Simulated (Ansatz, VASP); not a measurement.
Two plane-wave programs on Ca4F

```
Ca F
1.0
     5.42314    0.00000    0.00000
     0.00000    5.42314    0.00000
     0.00000    0.00000    5.42314
Ca F
4 1
Direct
  0.00000 0.00000 0.00000
  0.50000 0.50000 0.00000
  0.50000 0.00000 0.50000
  0.00000 0.50000 0.50000
  0.50000 0.50000 0.50000
```

Change from the starting cell: species swapped into the Mn4N type (Pm-3m, No. 221).

Alike in both runs: functional PBE; k mesh 8 × 8 × 8; occupations gaussian, width 0.1 eV; no spin polarisation.

Ansatz relaxed the structure, and its values are those at the end. VASP's run is a single point on that final structure, the one shown.

```csv
,VASP,Ansatz
version,VASP 6.6.1,Ansatz 0.2.0
potentials or method,"VASP PAW PBE potentials, release 64 (Ca_sv, F)","scalar-relativistic, plane waves, PAW"
plane-wave cutoff (eV),520,420
valence electrons in the cell,47,47
```

```tsv
	VASP	Ansatz	Ansatz less VASP
gap on the k mesh at the Fermi level (eV)	none	none	-
pressure (GPa)	0.0	0.0	+0.01
```

A gap of «none» marks a metal or a gap that the smearing closes. The functional is the same, so the differences come from potentials, cutoffs and numerics.

Caveats: an odd number of electrons without spin polarisation forces a metal; a magnetic or distorted state may lie lower.
